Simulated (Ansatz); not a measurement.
# AlN: a stacking-fault curve

This session takes AlN and sets out to slide the crystal rigidly across a (1 -1 1) plane.

Program: Ansatz 0.2.0. Level of theory: DFT r2SCAN, scalar-relativistic, plane waves, PAW. These are calculated values, not measurements.

2 further runs of the same task are left out: 2 set aside as unsound or not needed. Runs told in other sessions of the task aren't counted.

## (1) The starting structure

It takes space group F-43m (No. 216, cubic). Conventional cell: a = 4.370 Å, b = 4.370 Å, c = 4.370 Å, α = 90.00°, β = 90.00°, γ = 90.00°. Al (site symmetry -43m) has 4 N at 1.89 Å in its first shell of neighbours. N (site symmetry -43m) is surrounded by 4 Al at 1.89 Å.

Structure file:

```cif
data_structure
_symmetry_space_group_name_H-M 'F-43m'
_symmetry_Int_Tables_number 216
_cell_length_a 4.3698
_cell_length_b 4.3698
_cell_length_c 4.3698
_cell_angle_alpha 90.000
_cell_angle_beta 90.000
_cell_angle_gamma 90.000
_cell_volume 83.44
loop_
_atom_site_label
_atom_site_type_symbol
_atom_site_symmetry_multiplicity
_atom_site_Wyckoff_symbol
_atom_site_fract_x
_atom_site_fract_y
_atom_site_fract_z
_atom_site_occupancy
Al1 Al 4 a 0.00000 0.00000 0.00000 1
N1 N 4 c 0.25000 0.25000 0.25000 1
```

It goes back to an entry of the Materials Project, which need not be the stable form.

It is built from the cell relaxed beforehand with the same method (10.43 Å³/atom).

## (2) Zero of energy

The cell is repeated 6 times, 12 atoms in all. Reference values: F = -5570.6229 eV; pressure 0.00 GPa; largest force 0.000 eV/Å; gap on the mesh 3.94 eV. It was computed beforehand with the settings of the runs below.

## (3) Next: a stacking-fault curve

The cut lies on the cell's a–b face, a (1 -1 1) plane of area 8.27 Å², between layers 1.89 Å apart (N below, Al above); the cell is 15.1 Å thick. Vector c is tilted by f times 1·a + 1·b (length 5.352 Å) with the atoms' Cartesian places fixed: one unrelaxed fault per cell.

## (4) f = 0.167

Input file input.yaml:

```yaml
crystal:
  lattice:
    - [2.1849006262, -2.1849006262, 0.0]
    - [2.1849006262, 0.0, -2.1849006262]
    - [9.4680483735, 8.3753795703, 8.3753795703]
  atoms:
    - { symbol: Al, position: [0.93402014, -0.06597986, 0.3958] }
    - { symbol: Al, position: [0.2951368067, 0.2951368067, 0.2291333333] }
    - { symbol: Al, position: [0.5729034733, 0.5729034733, 0.5624666667] }
    - { symbol: Al, position: [0.85067014, 0.85067014, 0.8958] }
    - { symbol: Al, position: [0.2117868067, 0.2117868067, 0.7291333333] }
    - { symbol: Al, position: [0.6562534733, 0.6562534733, 0.0624666667] }
    - { symbol: "N", position: [0.5937409733, 0.5937409733, 0.4374666667] }
    - { symbol: "N", position: [0.95485764, 0.95485764, 0.2708] }
    - { symbol: "N", position: [0.2326243067, 0.2326243067, 0.6041333333] }
    - { symbol: "N", position: [0.5103909733, 0.5103909733, 0.9374666667] }
    - { symbol: "N", position: [-0.12849236, -0.12849236, 0.7708] }
    - { symbol: "N", position: [0.3159743067, 0.3159743067, 0.1041333333] }
basis:
  ecutwfc: 500
kpoints:
  mp_grid: { grid: [8, 8, 2] }
hamiltonian:
  xc: r2scan
scf:
  occupations: { method: gaussian, width: 0.05 }
output:
  forces: true
  stress: true
  eigenvalues: true
```

Launch:

```sh
ansatz run input.yaml --threads 2 --pin off --max-ram 5120MiB --backend cpu --events-out ev --progress --plain --runs-dir out
```

Further runs follow: f = 0.333; At f = 0.500; At f = 0.667; f = 0.833; At f = 0.083; point f = 0.250; At f = 0.417; point f = 0.583; At f = 0.750; f = 0.917.

Before running it: what results should come out? Wanted: largest shear traction sampled.

The runs gave:

| quantity | value |
| --- | --- |
| highest fault energy sampled | 4603 mJ/m² at f = 0.333 |
| largest shear traction sampled | 41.7 GPa |

**Reading.** Of the points run, the one at f = 0.333 is highest, 4603 mJ/m². The values are for rigid blocks: relaxation normal to the plane would bring them down. The gap on the mesh stays between 3.01 and 3.97 eV.
